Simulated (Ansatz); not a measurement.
Take InN in the wurtzite structure (space group P6_3mc, No. 186; a = 3.581 Å, c = 5.788 Å) as the base.

Computed with Ansatz (an electronic-structure program), PBE, PAW, cutoff 420 eV, no spin-orbit coupling, earlier PAW set.

Base values:

| Property | Value |
|---|---|
| Lattice parameter a | 3.581 Å |

One thing is altered: a negative pressure, −2 GPa.

Problem. What happens to the lattice parameter a?

Solution. The lattice parameter a grows by 0.020 Å to 3.601 Å.

A case with no gap was solved on a k-mesh chosen for an insulator, which is coarse for it. Load acts through the strain it causes; cell and atoms are relaxed under it. Whether these cells are dynamically stable was not tested. The final runs are not spin-polarised.
